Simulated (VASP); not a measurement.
# CdS (Fm-3m) in VASP: a series of runs, part 2 of 2

VASP 6.6.1. Earlier steps stand in the parts before.

## 4. Single point, r2SCAN+rVV10

This run uses another cell than the first one, of 20.87 Å³/atom, 1.043 times its volume.

POSCAR reads:

```
CdS
1.0
    0.0000000000      2.7532440000      2.7532440000
    2.7532440000      0.0000000000      2.7532440000
    2.7532440000      2.7532440000      0.0000000000
Cd S
1 1
Direct
    0.0000000000      0.0000000000      0.0000000000
    0.5000000000      0.5000000000      0.5000000000
```

INCAR.step1 reads:

```
ALGO     = Normal         # electronic algorithm
EDIFF    = 1E-4           # SCF threshold, eV
ENCUT    = 520            # plane-wave cutoff, eV
GGA      = PE             # functional
ISMEAR   = 0              # smearing method
LASPH    = T              # aspherical terms in the spheres
LCHARG   = F              # write CHGCAR
LREAL    = F              # projectors in reciprocal space
LWAVE    = T              # write WAVECAR
NBANDS   = 16             # bands
NELM     = 100            # most SCF steps
PREC     = Accurate       # precision mode
SIGMA    = 0.1            # smearing width, eV
```

INCAR.step2 reads:

```
ALGO     = Normal         # electronic algorithm
BPARAM   = 11.95        
CPARAM   = 0.0093       
EDIFF    = 1E-7           # SCF threshold, eV
ENCUT    = 520            # plane-wave cutoff, eV
ISIF     = 2              # what is computed and relaxed
ISMEAR   = 0              # smearing method
ISTART   = 1            
IVDW_NL  = 2            
LASPH    = T              # aspherical terms in the spheres
LCHARG   = F              # write CHGCAR
LMIXTAU  = T            
LREAL    = F              # projectors in reciprocal space
LUSE_VDW = T            
LWAVE    = F              # write WAVECAR
METAGGA  = R2SCAN         # meta-GGA
NBANDS   = 16             # bands
NELM     = 100            # most SCF steps
PREC     = Accurate       # precision mode
SIGMA    = 0.1            # smearing width, eV
```

KPOINTS reads:

```
k-points
0
Gamma
  6 6 6
```

Potentials or basis: VASP PAW PBE potentials, release 64 (Cd, S).

The run is started by

```console
$ cat potpaw_PBE.64/Cd/POTCAR potpaw_PBE.64/S/POTCAR > POTCAR
$ cp INCAR.step1 INCAR
$ mpirun -np 1 vasp_std > vasp.out
$ cp INCAR.step2 INCAR
$ mpirun -np 1 vasp_std > vasp.out
```

OUTCAR:

```text
BPARAM = 11.95
   EDIFF = 1E-7
   ENCUT = 520
   ISIF = 2
   ISMEAR = 0
   ISTART = 1
   IVDW_NL = 2
   LASPH = T
   LREAL = F
   METAGGA = R2SCAN
   NELM = 100
   PREC = Accurate

 ion  position               nearest neighbor table
   1  0.000  0.000  0.000-   2 2.75   2 2.75   2 2.75   2 2.75   2 2.75   2 2.75
   2  0.500  0.500  0.500-   1 2.75   1 2.75   1 2.75   1 2.75   1 2.75   1 2.75

  LATTYP: Found a face centered cubic cell.
 ALAT       =     5.5064880000

  Lattice vectors:
[... 484 lines left out ...]

------------------------ aborting loop because EDIFF is reached ----------------------------------------

  FORCE on cell =-STRESS in cart. coord.  units (eV):
  Direction    XX          YY          ZZ          XY          YZ          ZX
  --------------------------------------------------------------------------------------
  -------------------------------------------------------------------------------------
  Total       -0.7304533     -0.7304533     -0.7304533     -0.0000000      0.0000000     -0.0000000
  in kB      -28.0374762    -28.0374762    -28.0374762     -0.0000000      0.0000000     -0.0000000
  external PRESSURE =     -28.0374762 kB  Pullay stress =       0.0000000 kB

 VOLUME and BASIS-vectors are now :
 -----------------------------------------------------------------------------
  energy-cutoff  :      520.00
  volume of cell :       41.74
      direct lattice vectors                 reciprocal lattice vectors
     0.000000000  2.753244000  2.753244000    -0.181603955  0.181603955  0.181603955
     2.753244000  0.000000000  2.753244000     0.181603955 -0.181603955  0.181603955
     2.753244000  2.753244000  0.000000000     0.181603955  0.181603955 -0.181603955

 POSITION                                       TOTAL-FORCE (eV/Angst)
 -----------------------------------------------------------------------------------
      0.00000      0.00000      0.00000        -0.000000      0.000000     -0.000000
      2.75324      2.75324      2.75324         0.000000     -0.000000      0.000000
 -----------------------------------------------------------------------------------
    total drift:                               -0.000000      0.000000      0.000000

  FREE ENERGIE OF THE ION-ELECTRON SYSTEM (eV)
  ---------------------------------------------------
  free  energy   TOTEN  =       -29.0207902827 eV

  energy  without entropy=      -29.0207902751  energy(sigma->0) =      -29.02079028
```

OSZICAR.step1:

```text
N       E                     dE             d eps       ncg     rms          rms(c)
DAV:   1     0.107673135152E+03    0.10767E+03   -0.94862E+03   528   0.106E+03
DAV:   2    -0.246028514544E+01   -0.11013E+03   -0.10285E+03   616   0.253E+02
DAV:   3    -0.643898393757E+01   -0.39787E+01   -0.39710E+01   632   0.503E+01
DAV:   4    -0.645752588684E+01   -0.18542E-01   -0.18541E-01   624   0.347E+00
DAV:   5    -0.645769868675E+01   -0.17280E-03   -0.17280E-03   640   0.323E-01    0.715E+00
DAV:   6    -0.589688054778E+01    0.56082E+00   -0.87946E-01   696   0.114E+01    0.605E+00
DAV:   7    -0.587165782058E+01    0.25223E-01   -0.16401E-01   592   0.291E+00    0.318E+00
DAV:   8    -0.587067208504E+01    0.98574E-03   -0.17583E-02   616   0.163E+00    0.283E-01
DAV:   9    -0.587048270813E+01    0.18938E-03   -0.15212E-03   584   0.542E-01    0.602E-02
DAV:  10    -0.587053426926E+01   -0.51561E-04   -0.20031E-04   520   0.142E-01
   1 F= -.58705343E+01 E0= -.58702438E+01  d E =-.580845E-03
```

Wall time 78 s (1 thread of Intel Xeon 6975P-C (Granite Rapids), shared host); peak memory 0.28 GiB.

What came out:

- Free energy: -29.0208 eV
- Pressure: -2.8 GPa
- Band gap on the k mesh: 0.71 eV, indirect (least direct gap 2.12 eV)

Caveat: the PAW data sets were made with another functional, which shifts forces and pressure a little.

## 5. Overview

| task | cell | k mesh | cutoff (eV) | smearing | gap on the mesh (eV) | pressure (GPa) |
| --- | --- | --- | --- | --- | --- | --- |
| single point | Fm-3m, 20.01 Å³/atom | 8 × 8 × 8 | 520 | gaussian 0.02 eV | 0.72 | 0.5 |
| relaxation of cell and atoms | relaxed | 8 × 8 × 8 | 600 | gaussian 0.02 eV | 0.72 | 0.0 |
| single point | Fm-3m, 20.87 Å³/atom | 6 × 6 × 6 | 520 | gaussian 0.1 eV | 0.71 | -2.8 |

Alike in all rows: level r2SCAN+rVV10; potentials or basis VASP PAW PBE potentials, release 64 (Cd, S); no spin polarisation.

Caveats: the PAW data sets were made with another functional, which shifts forces and pressure a little.

Absolute energies hang on the potentials; compare differences alone.
